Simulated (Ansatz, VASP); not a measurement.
# Ir in VASP and in Ansatz

Contents of INCAR:

```
  ALGO = Normal
  EDIFF = 1E-6
  ENCUT = 520
  GGA = RE
  ISIF = 2
  ISMEAR = -1
  LASPH = True
  LCHARG = False
  LREAL = False
  LWAVE = False
  NBANDS = 10
  NELM = 80
  PREC = Accurate
  SIGMA = 0.1
```

The input KPOINTS:

```
k-points
0
Gamma
  16 16 16
```

The input POSCAR:

```
Ir
1.0
   -1.6011945734      1.6011945734      1.6011945734
    1.6011945734     -1.6011945734      1.6011945734
    1.6011945734      1.6011945734     -1.6011945734
Ir
1
Direct
    0.0000000000      0.0000000000      0.0000000000
```

Input for Ansatz:

```yaml
crystal:
  lattice:
    - [-1.6011945734, 1.6011945734, 1.6011945734]
    - [1.6011945734, -1.6011945734, 1.6011945734]
    - [1.6011945734, 1.6011945734, -1.6011945734]
  atoms:
    - { symbol: Ir, position: [0.0, 0.0, 0.0] }
hamiltonian:
  xc: revpbe
  pseudopotentials:
    kind: paw
    azcp:
      Ir: "pseudopotentials/Ir.paw.azcp"
basis:
  ecutwfc: 420
  fft_grid_basis: typed
kpoints:
  mp_grid: { grid: [16, 16, 16], shift: [0, 0, 0] }
magnetization:
  spin_polarized: false
scf:
  occupations: { method: fermi_dirac, width: 0.1 }
  lower_state_search: "off"
output:
  stress: true
```

Alike in both runs: task single point; functional revPBE; k mesh 16 × 16 × 16; occupations fermi-dirac, width 0.1 eV; no spin polarisation.

|  | VASP | Ansatz |
| --- | --- | --- |
| version | VASP 6.6.1 | Ansatz 0.2.0 |
| potentials or method | VASP PAW PBE potentials, release 64 (Ir) | plane waves (420 eV) with PAW, scalar-relativistic |
| plane-wave cutoff (eV) | 520 | 420 |
| valence electrons in the cell | 9 | 17 |

|  | VASP | Ansatz | Ansatz less VASP |
| --- | --- | --- | --- |
| pressure (GPa) | -18.3 | -18.5 | -0.19 |

With one functional, cell and mesh, what is left measures potentials, basis and numerics. The two sets of potentials don't hold the same shells in valence.

Caveats: so large a pressure means that the cell lies far from this level's equilibrium, or that cutoff or potentials fall short (VASP); the potentials were made for another functional, which shifts forces and pressure (VASP). Spin-orbit coupling is left out, which matters for the levels of Ir.
